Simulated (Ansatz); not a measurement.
# AlN: the cell at several levels of theory

The task here is to estimate one member of a computed series from the others.

Program: Ansatz 0.2.0. PAW datasets, plane waves, zero pressure. Calculated at 0 K for a non-magnetic cell.

## The cell

Space group F-43m (No. 216), cubic; a = 4.368 Å in the conventional setting, 10.42 Å³ an atom. Al has 4 N at 1.89 Å; N has 4 Al at 1.89 Å.

The structure in full:

```cif
data_structure
_symmetry_space_group_name_H-M 'P 1'
_symmetry_Int_Tables_number 1
_cell_length_a 3.0886
_cell_length_b 3.0886
_cell_length_c 3.0886
_cell_angle_alpha 60.000
_cell_angle_beta 60.000
_cell_angle_gamma 60.000
_cell_volume 20.83
loop_
_atom_site_label
_atom_site_type_symbol
_atom_site_fract_x
_atom_site_fract_y
_atom_site_fract_z
_atom_site_occupancy
Al1 Al 0.00000 0.00000 0.00000 1
N1 N 0.75000 0.75000 0.75000 1
```

The first run:

input.yaml

```yaml
crystal:
  lattice:
    - [0.0, 2.1839935596, 2.1839935596]
    - [2.1839935596, 0.0, 2.1839935596]
    - [2.1839935596, 2.1839935596, 0.0]
  atoms:
    - { symbol: Al, position: [0.0, 0.0, 0.0] }
    - { symbol: "N", position: [0.75, 0.75, 0.75] }
kpoints:
  mp_grid: { grid: [10, 10, 10] }
hamiltonian:
  xc: pbe
scf:
  occupations: { method: fermi_dirac, width: 0.02 }
relax:
  f_tol: 0.005
  cell: {}
```

Launch:

```bash
$ ansatz run input.yaml --threads 2 --pin off --max-ram 2211MiB --backend cpu --events-out ev --progress --plain --runs-dir out
```

Steps of the session up to this table: PBE: cell and atoms; Relaxation with r2SCAN; Relaxation with PBEsol; Relaxation with LDA; Relaxing with HSE06.

One table of the session follows, with a row left open; its other results are not shown here.

| level | a (Å) | volume (Å³/atom) |
| --- | --- | --- |
| PBE | 4.403 | 10.671 |
| r2SCAN | ? | ? |
| PBEsol | 4.378 | 10.487 |
| LDA | 4.342 | 10.235 |
| HSE06 | 4.365 | 10.399 |

**Question.** Estimate the row for r2SCAN.

As computed: a (Å): 4.370; volume (Å³/atom): 10.430. In the column «a (Å)» it lies between HSE06 (4.365) and PBEsol (4.378).

What this shows: From the start to the first minimum the volume moved by +2.4 %. LDA gives the smallest cell and PBE the largest; they differ by 4.3 % in volume, a mean of 1.4 % in length. The meshes differ: PBE 10×10×10, r2SCAN 10×10×10, PBEsol 10×10×10, LDA 10×10×10, HSE06 6×6×6.
